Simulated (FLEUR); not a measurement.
The system is MnO.

```
Mn O
1.0
     0.00000    2.22391    2.22391
     2.22391    0.00000    2.22391
     2.22391    2.22391    0.00000
Mn O
1 1
Cartesian
  0.0000 0.0000 0.0000
  2.2239 2.2239 2.2239
```

The cell is a database's computed one.

Base run:

* Program: FLEUR MaX-R8.1 (later development tree)
* Functional: PBE
* Potentials or basis: all-electron
* Basis: FLAPW
* Kmax: 4.43 1/bohr
* k mesh: 10 × 10 × 10
* Occupations: fermi-dirac, width 0.05 eV
* Spin: collinear spin, ferromagnetic start
* Starting moments: [4.0, 0.0] μB

Its results: net moment 4.79 μB per cell; site moments Mn +4.30; O +0.22 μB.

**Question.** The run is repeated on the same cell with these changes: functional from PBE to r2SCAN. What comes out?

**Answer.** Net moment 5.00 μB per cell; site moments Mn +4.50; O +0.25 μB.

Caveats: a cell with one magnetic atom can't hold antiferromagnetic order, which such compounds often take; the meta-GGA is that of a development version, with a GGA for the radial functions and cores and without core tails (some runs).

Not every run made on this cell is shown here.
